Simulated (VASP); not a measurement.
The system is AlN.

```
Al N
1.0
     3.09729    0.00000    0.00000
    -1.54865    2.68234    0.00000
     0.00000    0.00000    5.03164
Al N
2 2
Direct
  0.33333 0.66667 0.00000
  0.66667 0.33333 0.50000
  0.33333 0.66667 0.37500
  0.66667 0.33333 0.87500
```

The cell was built by a generator and needn't be a form met in nature.

```yaml
Program: VASP 6.6.1
Task: relaxation of cell and atoms
Functional: PBEsol
Potentials_or_basis: VASP PAW PBE potentials, release 64 (Al, N)
Cutoff: 600 eV
k_mesh: 12 × 12 × 5
Occupations: gaussian, width 0.03 eV
Spin: no spin polarisation
```

At the start: pressure 0.2 GPa; volume 10.45 Å³/atom.

How do energy, volume and symmetry change on relaxing?

Over 5 steps the energy falls by 2.8 meV/atom and the volume is 10.46 Å³/atom (+0.1 %); space group P6_3mc (No. 186, to 0.05 Å).

Step by step:
| step | energy change (eV) | largest force (eV/Å) | pressure (GPa) | volume (Å³) |
| --- | --- | --- | --- | --- |
| 1 | 0.0000 | 0.2852 | 0.21 | 41.80 |
| 2 | -0.0083 | 0.0337 | -0.23 | 41.88 |
| 3 | -0.0083 | 0.0394 | -0.23 | 41.89 |
| 4 | -0.0113 | 0.0157 | -0.08 | 41.83 |
| 5 | -0.0113 | 0.0083 | -0.10 | 41.83 |

Final structure:
```
Al N
1.0
     3.11352    0.00000    0.00000
    -1.55676    2.69639    0.00000
     0.00000    0.00000    4.98316
Al N
2 2
Cartesian
  0.0000 1.7976 4.9661
  1.5568 0.8988 2.4745
  0.0000 1.7976 1.8858
  1.5568 0.8988 4.3773
```

Caveat: the PAW data sets were made with another functional, which shifts forces and pressure a little.
